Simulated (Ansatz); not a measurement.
We consider rock-salt LiI, described by PBE (PAW; Ansatz, a first-principles code).

Settings: plane-wave cutoff 520 eV, 10×10×10 k mesh, Fermi–Dirac smearing 0.01 eV, scalar-relativistic PAW data made under PBE.

Pressure at four volumes; x = ln(V/27.265 Å³). One pressure is withheld.

```json
[
 {"V (Å³/atom)": "25.630", "x": "-0.0618", "P (GPa)": "?"},
 {"V (Å³/atom)": "26.175", "x": "-0.0408", "P (GPa)": "0.884"},
 {"V (Å³/atom)": "27.265", "x": "0.0000", "P (GPa)": "0.000"},
 {"V (Å³/atom)": "28.901", "x": "0.0583", "P (GPa)": "-1.012"}
]
```

Q: Pass a parabola P(x) through the three rows shown, estimate the bulk modulus and its pressure derivative near zero pressure, and predict the withheld pressure.

A: Slopes between the rows: (0.000 − (0.884))/(0.0000 − (-0.0408)) = -21.67 and (-1.012 − (0.000))/(0.0583 − (0.0000)) = -17.36 GPa. Their difference over the span 0.0991 is c = 4.31/0.0991 = 43.5 GPa, so P(x) = 0.884 + (-21.67)(x − (-0.0408)) + 43.5 (x − (-0.0408))(x − (0.0000)). At the middle row B = −dP/dx = −[-21.67 + 43.5 × 0.0408] = 19.9 GPa, and B′ = dB/dP = 2c/B = 4.4. At x = -0.0618 the parabola gives 1.396 GPa; the run gives 1.405 GPa. The Birch–Murnaghan fit to the energies at all volumes has B0 = 19.8 GPa and B′ = 4.5.

Measured, for comparison: bulk modulus 24 GPa (0 K, extrapolated to 0 K; as tabulated in Doll and Stoll (1998), arXiv:cond-mat/9801031). Computed less measured: bulk modulus -17 %.

Spin–orbit coupling is not included.
